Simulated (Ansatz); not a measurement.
Si: why energy differences converge before total energies

Method: DFT PBE, scalar-relativistic, plane waves, PAW (Ansatz 0.2.0).

```xyz
8
Lattice="-3.3109 3.3109 3.3109 3.3109 -3.3109 3.3109 3.3109 3.3109 -3.3109" Properties=species:S:1:pos:R:3 pbc="T T T"
Si    0.6820    0.6820    0.6820
Si   -0.6820    2.6289    0.6820
Si    0.6820   -0.6820    2.6289
Si    2.6289    0.6820   -0.6820
Si    2.6289    2.6289    2.6289
Si    0.6820    3.9929   -0.6820
Si   -0.6820    0.6820    3.9929
Si    3.9929   -0.6820    0.6820
```

```json
{
  "Γ-centred k-mesh": "8×8×8",
  "occupation rule": "Gaussian smearing, 0.1 eV",
  "spin treatment": "unpolarised"
}
```

A second cell has all atoms moved and the lattice slightly strained:

```yaml
crystal:
  lattice:
    - [-3.31455, 3.31744, 3.30795]
    - [3.31217, -3.28188, 3.27000]
    - [3.27132, 3.23864, -3.27238]
  atoms:
    - { symbol: Si, position: [0.23895, 0.21876, 0.21650] }
    - { symbol: Si, position: [0.50690, 0.98759, 0.30642] }
    - { symbol: Si, position: [0.30958, 0.51661, 0.01649] }
    - { symbol: Si, position: [0.98715, 0.30683, 0.50444] }
    - { symbol: Si, position: [0.79359, 0.80496, 0.80298] }
    - { symbol: Si, position: [0.47494, 0.97287, 0.69702] }
    - { symbol: Si, position: [0.69576, 0.48034, 0.00508] }
    - { symbol: Si, position: [0.01802, 0.70498, 0.52124] }
```

It ran on a 6×6×6 mesh, another than the first cell's, which shifts the difference by nearly the same amount at every cutoff. Both were run at several values of the cutoff; energies per atom at zero smearing, errors against the largest value (600 eV), which isn't proved converged itself.

```csv
cutoff,"error, first cell (meV)","error, second cell (meV)"
200 eV,141.92,148.87
250 eV,52.09,55.46
300 eV,17.84,17.92
350 eV,4.35,4.30
420 eV,0.21,0.22
```

Q: At the largest value the second cell lies 96.99 meV/atom above the first. What is the error of that difference at each value, and where does each quantity come within 1 meV/atom?

A: The error of the difference is the second cell's error less the first's:
```csv
cutoff,difference (meV),its error (meV)
200 eV,103.94,6.95
250 eV,100.36,3.37
300 eV,97.08,0.09
350 eV,96.94,-0.05
420 eV,97.00,0.01
```

The first cell's total energy stays within 1 meV/atom from 420 eV on, the difference from 300 eV on. Most of the error cancels, by a factor of about 20 in the median. A missing short wave mostly misdescribes the region near each nucleus, which both cells share; what doesn't cancel comes largely from the change of volume and bonding.

This form isn't the element's structure at ambient conditions.